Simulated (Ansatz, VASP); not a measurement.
## One calculation of PbO2, two programs

```
Pb O
1.0
     0.00000    2.70199    2.70199
     2.70199    0.00000    2.70199
     2.70199    2.70199    0.00000
Pb O
1 2
Direct
  0.00000 0.00000 0.00000
  0.25000 0.25000 0.25000
  0.75000 0.75000 0.75000
```

Alike in both runs: task single point; functional PBEsol; k mesh 6 × 6 × 6; occupations fermi-dirac, width 0.016 eV; no spin polarisation.

|  | VASP | Ansatz |
| --- | --- | --- |
| version | VASP 6.6.1 | Ansatz 0.2.0 |
| potentials or method | VASP PAW PBE potentials, release 64 (Pb_d, O) | scalar-relativistic, plane waves, PAW |
| plane-wave cutoff (eV) | 520 | 420 |
| valence electrons in the cell | 26 | 26 |

```tsv
	VASP	Ansatz	Ansatz less VASP
gap on the k mesh at the Fermi level (eV)	none	none	-
pressure (GPa)	-5.9	-6.0	-0.18
```

A gap of «none» marks a metal or a gap that the smearing closes.

Caveats: the PAW data sets were made with another functional, which shifts forces and pressure a little (VASP). Spin-orbit coupling is left out, which matters for the levels of Pb.
